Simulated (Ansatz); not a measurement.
Rh: strain energy, fitted

Rh, P6_3/mmc, a = 2.725 Å, c = 4.385 Å. This isn't the element's structure at ambient conditions. Ansatz: PBE, PAW, 420 eV, Γ-centred 21×21×12 mesh on 2 atoms, Gaussian smearing 0.10 eV; no spin polarisation. Series: uniaxial strain along c, with a, b and atoms relaxed; x is the strain in per cent. y is the free energy over the unstrained cell, V0 = 14.097 Å³/atom.

```tsv
x (%)	y (meV/atom)
-6.0	60.66
-4.0	27.50
-2.0	7.38
0.0	0.00
2.0	4.79
4.0	?
6.0	43.40
```

Task: Fit y = c2 x² + c3 x³ to the other rows, turn c2 into a modulus, and predict the missing energy.

Result: Least squares on the rows shown. y = 1.4558 x² − 0.041197 x³. In eV per unit strain² c2 is 14.56; this is Young's modulus along the axis (E = ½ Y V0 ε²): 2 × 14.56 × 160.2 / (14.097) = 331 GPa. The unstrained cell keeps some stress along the strain, worth a slope of -0.40 meV/atom per %, which the form leaves out. With a term in x⁴ added, the coefficient of x² becomes 1.619, 11 % more, which shows how far this figure hangs on the form. At x = 4.0 the fit asked for gives 20.66 meV/atom. The run gave 19.72 meV/atom, so the fit is 0.94 meV/atom too high, within the rms miss on the fitted rows (0.99 meV/atom).